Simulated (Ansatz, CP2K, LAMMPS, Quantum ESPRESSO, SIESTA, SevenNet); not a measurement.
# Amorphous SiO2 (96 atoms): relaxed, then solved by several programs

What does relaxation change in amorphous SiO2 (96 atoms), and how far do other programs agree with plane waves on the relaxed cell?

All numbers are calculated, not measured.

## 1. Set-up

The cell holds 96 atoms (32 Si and 64 O), with edges of 11.32, 11.32 and 11.32 Å. Recipe: 96 atoms (32 Si, 64 O) placed at random at 2.2 g/cm³, melted at 5000 K for 10 ps at fixed volume with the Vashishta potential (Vashishta, Kalia, Rino and Ebbsjo, Phys. Rev. B 41, 12197 (1990)). Quenched from 5000 K to 300 K at 50 K/ps and fixed volume, held 5 ps, then minimised at fixed cell. Then the atoms were relaxed with SevenNet 0 in the fixed cell. Then the atoms were relaxed with CP2K double zeta, PBE.

**Experiments to compare with.** A silica glass plate was measured by high-energy x-ray diffraction at 20 K and the Si-O distance was taken from the first PDF peak (“Polyhedral units and network connectivity in calcium aluminosilicate glasses from high-energy x-ray diffraction”, 2000, arxiv:cond-mat/0007490): nearest Si–O distance 1.61 Å; number of O about Si 4. The nearest silicon-silicon distance in amorphous silica was obtained by fitting a symmetric peak to the measured radial distribution (as quoted in “New insights into the origin of the first sharp diffraction peak in amorphous silica from an analysis of chemical and radial ordering”, 2024, arxiv:2403.10632): nearest Si–Si distance 3.08 Å; nearest O–O distance 2.63 Å. The mean Si-O-Si angle was obtained by reanalysing earlier high-energy photon diffraction data in combination with published neutron diffraction data on silica glass (“Bond angle distribution in amorphous germania and silica”, 1996, arxiv:chem-ph/9603004): Si–O–Si angle 148.3 °.

## 2. The relaxation

CP2K double zeta (DZVP-MOLOPT-SR, GTH-PBE potentials, 480 Ry; k-points Γ) took 22 geometry steps and reached its thresholds. It started from the geometry that SevenNet 0 had relaxed.

Run time: 9.4 min. Hardware: 4 MPI ranks of Arm Neoverse V2, shared host; peak memory 2.4 GiB; 38 min of CPU time.

```tsv
	before	after
energy (meV/atom)	0	-4.9
Si-O bonds under 2.16 Å	127 at 1.637 Å	127 at 1.641 Å
```

Atoms moved by 0.03 Å r.m.s. and 0.07 Å at most, with the common shift taken off.

## 3. Local order after relaxation

Density 2.2 g/cm³, 15.12 Å³ an atom.

g(r), total and by pair (bins of 0.1 Å):

```tsv
r (Å)	total	O-O	O-Si	Si-Si
1.45	0.00	0.00	0.00	0.00
1.55	1.23	0.00	2.76	0.00
1.65	10.20	0.00	22.90	0.00
1.75	0.33	0.00	0.75	0.00
1.85	0.15	0.00	0.33	0.00
1.95	0.00	0.00	0.00	0.00
2.05	0.00	0.00	0.00	0.00
2.15	0.00	0.00	0.00	0.00
2.25	0.00	0.00	0.00	0.00
2.35	0.00	0.00	0.00	0.00
2.45	0.00	0.00	0.00	0.00
2.55	0.87	1.96	0.00	0.00
2.65	3.50	7.87	0.00	0.00
2.75	1.97	4.43	0.00	0.00
2.85	0.31	0.70	0.00	0.00
2.95	0.46	0.46	0.00	2.30
3.05	0.65	0.37	0.00	4.36
3.15	1.03	0.57	0.23	6.11
3.25	0.69	0.54	0.48	2.15
3.35	0.62	0.75	0.65	0.00
3.45	0.59	0.33	0.99	0.00
3.55	0.86	0.58	1.34	0.00
3.65	0.81	0.42	1.40	0.00
3.75	1.09	0.72	1.69	0.16
3.85	0.98	0.38	1.83	0.00
3.95	0.99	0.51	1.62	0.43
4.05	1.24	0.86	1.82	0.41
4.15	1.44	0.94	2.06	0.91
4.25	1.28	0.31	2.28	1.12
4.35	1.21	1.13	1.31	1.07
4.45	0.89	0.97	0.68	1.37
4.55	0.91	0.95	0.73	1.42
4.65	0.79	1.09	0.37	1.25
4.75	0.97	1.27	0.72	0.70
4.85	1.20	1.80	0.46	1.82
4.95	1.17	1.66	0.69	1.10
5.05	1.28	1.92	0.62	1.33
5.15	1.14	1.45	0.74	1.53
5.25	1.19	1.43	0.94	1.23
5.35	0.89	1.18	0.65	0.63
5.45	0.86	0.72	0.88	1.36
5.55	0.89	0.81	0.84	1.39
5.65	0.97	0.69	1.22	1.13
```

Bonds by pair of elements; cutoffs follow the first minimum of g(r), held within bounds set by covalent radii, and pairs that aren't listed don't count as bonded:

```tsv
pair A-B	cutoff (Å)	bonds	mean length (Å)	spread (Å)	shortest (Å)	B about A	A about B
O-Si	2.16	127	1.64	0.043	1.53	1.98	3.97
```

How many atoms have how many bonded neighbours:

```tsv
element	mean	1	2	3	4
O	1.98	2	61	1	0
Si	3.97	0	0	1	31
```

Bond angles, per cent of each kind in bins of 5°:

```tsv
angle (°)	O-Si-O	Si-O-Si
95–100	2.6	0.0
100–105	19.0	0.0
105–110	33.3	0.0
110–115	32.3	1.6
115–120	9.5	1.6
120–125	2.6	0.0
125–130	0.5	7.8
130–135	0.0	17.2
135–140	0.0	6.2
140–145	0.0	17.2
145–150	0.0	12.5
150–155	0.0	15.6
155–160	0.0	14.1
160–165	0.0	3.1
165–170	0.0	1.6
170–175	0.0	1.6
```

Bond angles (no mean is given where the spread exceeds 20°):

```tsv
angle	count	mean (°)	spread (°)
O-Si-O	189	110	5.2
Si-O-Si	64	144	11.7
```

Oxygen atoms by the number of network formers (Si, P, Ge, B, Al, As, Ga) bound to them:

```tsv
network formers bound to O	O atoms	per cent
0	0	0
1	2	3.1
2	61	95.3
3	1	1.6
```

Network units: each former by its oxygen neighbours and how many of them bridge to another former:

```tsv
former	O neighbours	bridging O	atoms
Si	3	3	1
Si	4	3	2
Si	4	4	29
```

Bond length by coordination (bonds to H left out):

```tsv
element	coordination	atoms	mean bond length (Å)
O	1	2	1.54
O	2	61	1.64
O	3	1	1.82
Si	3	1	1.57
Si	4	31	1.64
```

Rings of the network by King's shortest-path rule, up to 12 atoms, one path for each pair of neighbours; H, halogens, alkali and alkaline-earth atoms are left out, and the last column divides by all other atoms, bonded or not:

```tsv
ring size (atoms)	rings	per network atom
8	6	0.062
10	13	0.135
12	15	0.156
```

First main peaks of g(r), for some of the pairs, lie near 2.7 Å (O-O), 1.6 Å (O-Si) and 3.1 Å (Si-Si). With the cutoffs above, 95 % of O atoms have 2 and 97 % of Si atoms have 4 bonded neighbours. The O-Si-O angle averages 110° with a spread of 5°. 95 % of the oxygens bridge two formers (Si) and 3 % are non-bridging; 2 % join three. The commonest Si unit has 4 oxygens, 4 of them shared with other formers (29 of 32 atoms). Rings of 12 atoms are the most common (44 % of those counted); sizes run from 8 to 12, where the search stops.

Against the measurements quoted at the start:

```tsv
quantity	measured	this cell	difference	method of the measurement
nearest Si–O distance	1.61 Å	1.64 Å	+1.9 %	high-energy XRD, PDF Gaussian fit
nearest Si–Si distance	3.08 Å	3.11 Å	+1.0 %	diffraction, Gaussian radial peak fit
nearest O–O distance	2.63 Å	2.67 Å	+1.5 %	diffraction, Gaussian radial peak fit
number of O about Si	4	3.97	-0.8 %	high-energy XRD, PDF Gaussian fit
Si–O–Si angle	148.3 °	144 °	-2.8 %	x-ray and neutron diffraction, model fit
```

The cell differs from the measured distances by up to 1.9 %, neighbour counts by up to 0.8 % and angles by up to 2.8 %. Distances of this cell are positions of the first main peak of g(r), or bond means where the peak is narrow; means over all bonds within a cutoff lie farther out for broad shells. The network descends from the steps of the recipe above, so the comparison tests them together. Our coordination numbers hang on a cutoff, and experiments count neighbours in their own ways.

## 4. The plane-wave reference

Quantum ESPRESSO 7.5: Kohn-Sham DFT, PBE, SSSP efficiency 1.3.0 pseudopotentials, plane waves. Its input for the relaxed cell:

```
&control
  calculation = 'scf'
  pseudo_dir = './pseudo'
  outdir = './tmp'
  disk_io = 'none'
  tprnfor = .true.
  tstress = .true.
/
&system
  ibrav = 0
  nat = 96
  ntyp = 2
  ecutwfc = 60
  ecutrho = 480
  nosym = .true.
  occupations = 'smearing'
  smearing = 'fd'
  degauss = 0.003675
/
&electrons
  conv_thr = 4.8e-07
  electron_maxstep = 100
  mixing_beta = 0.4
  mixing_mode = 'plain'
  diagonalization = 'david'
/
ATOMIC_SPECIES
Si 28.085 Si.upf
O 15.999 O.upf
CELL_PARAMETERS angstrom
11.32160 0.00000 0.00000
0.00000 11.32160 0.00000
0.00000 0.00000 11.32160
ATOMIC_POSITIONS crystal
Si 0.30562 0.94478 0.07660
Si 0.70654 0.62824 0.62279
Si 0.59490 0.21230 0.98226
[... 91 atom lines left out ...]
O 0.95989 0.35307 0.61391
O 0.24633 0.20023 0.81933
K_POINTS gamma
```

Elapsed: 3.3 min, on 4 MPI ranks of Arm Neoverse V2, shared host; peak memory 5 GiB.

## 5. Side by side

CPU times are from a shared host and are rough.

```
                level                    basis or training data  k-points  own r.m.s. force (meV/Å)  difference from the reference (meV/Å)  pressure (GPa)  Kohn-Sham gap (eV)  CPU time  memory (GiB)
              QE, PBE   plane waves, SSSP efficiency, 60/480 Ry         Γ                       133                                      -           -1.84                1.33    13 min           5.0
CP2K triple zeta, PBE     TZV2P-UZH, GTH-PBE potentials, 600 Ry         Γ                       150                                     91           -3.26                1.31    15 min           6.9
      SIESTA DZP, PBE  DZP orbitals, shift 0.01 Ry, mesh 400 Ry         Γ                       182                                    180            0.58                1.14   4.3 min           2.1
           SevenNet 0        trained on PBE(+U) plane-wave data         -                       203                                     95           -1.96                   -     7.1 s          0.95
```

The gap is the spacing of the highest filled and lowest empty Kohn-Sham level on the mesh; a dash marks partly filled levels, a spacing under 0.15 eV or a method without such levels.

## 6. Outcome

Relaxation in the fixed cell lowers the energy by 5 meV/atom at its own level and moves atoms by up to 0.07 Å. The reference finds an r.m.s. force of 133 meV/Å there and a pressure of -1.84 GPa, at a geometry that CP2K double zeta made. Forces differ from the reference's by 91 meV/Å (CP2K triple zeta, PBE), 95 meV/Å (SevenNet 0) and 180 meV/Å (SIESTA DZP, PBE).

CP2K double zeta is at its own minimum here, so the reference's force is itself a measure of how the two differ. Pressures lie -0.1 GPa (SevenNet 0), -1.4 GPa (CP2K triple zeta, PBE) and +2.4 GPa (SIESTA DZP, PBE) from the reference's. The highest filled and lowest empty levels lie 1.33 eV apart in the reference, against 1.31 eV in CP2K triple zeta, PBE and 1.14 eV in SIESTA DZP, PBE. With the cutoffs above, 95 % of O atoms have 2 and 97 % of Si atoms have 4 bonded neighbours. 95 % of the oxygens bridge two formers (Si) and 3 % are non-bridging; 2 % join three.

Caveats: The density was set by the recipe and held. One sample of a disordered cell; defect or tail levels can set the gap. Gaps are read on the mesh, which holds the band edges only if they fold onto it, and semilocal functionals tend to put them under measured ones. The quench rate of 50 K/ps is many orders above laboratory rates, so the cell is likely richer in defects and strain than a real sample. The reference samples only Γ, in a cell whose shortest periodic width is 11 Å. The plane-wave runs aren't exact: their cutoffs and mesh weren't converged further here. SIESTA's automatically made basis is far from complete, and its potentials were converted by us (checked for H, C, O, Si, Ge and Ca alone). Where levels are smeared, the DFT runs use Fermi–Dirac occupations at 580 K (0.05 eV), and energies are free energies.

[Logs are printed without paths, hosts, clocks, repeated set-up lines and the standing remarks that a program may print on its own settings, such as how far it seeks lower states.]

[Hosts, paths, dates, database ids (printed as entryN), source tags and the programs' standing remarks are cut or masked in the printed files.]
